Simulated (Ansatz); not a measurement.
**TiC: experiment and calculation**

**Measured values to compare with.**

“Reflectance spectral studies of spark plasma sintered tungsten carbide pellet”, 2024, arxiv:2411.15754 reports, for a ceramic of TiC: lattice constant a 4.325 Å.

How close the calculation comes is told below.

Computed with DFT r2SCAN, scalar-relativistic, plane waves, PAW in Ansatz.

Cutoff 500 eV; k points 16×16×16 on the computed 2-atom cell (Γ-centred); Gaussian smearing, width 0.10 eV; no spin polarisation.

Relaxed structure, symmetry kept:

```
Ti C
1.0
     0.00000    2.16391    2.16391
     2.16391    0.00000    2.16391
     2.16391    2.16391    0.00000
Ti C
1 1
Direct
  0.00000 0.00000 0.00000
  0.50000 0.50000 0.50000
```

```json
{
 "Space group": "Fm-3m (No. 225)",
 "Volume per atom": "10.13 Å³",
 "Formation energy from the elements' standard states (uncorrected)": "-0.988 eV/atom",
 "Generalised Kohn–Sham band gap": "none (metal)",
 "Density of states at the Fermi level": "0.24 states/eV per cell (so small that it hangs on the mesh: a semimetal, or crossings between mesh points)",
 "Löwdin character within 0.5 eV of the Fermi level": "Ti 3d 51 %, C 2p 47 %",
 "Bulk modulus": "262 GPa",
 "Its pressure derivative": "4.0",
 "Bader charges (e)": "Ti (1 in the cell) 1.79, C (1 in the cell) -1.79"
}
```

Against the measured lattice constant a of TiC, 4.325 Å (ceramic; the paper above), the calculated 4.328 Å is off by +0.1 %. The calculation is for 0 K without zero-point motion.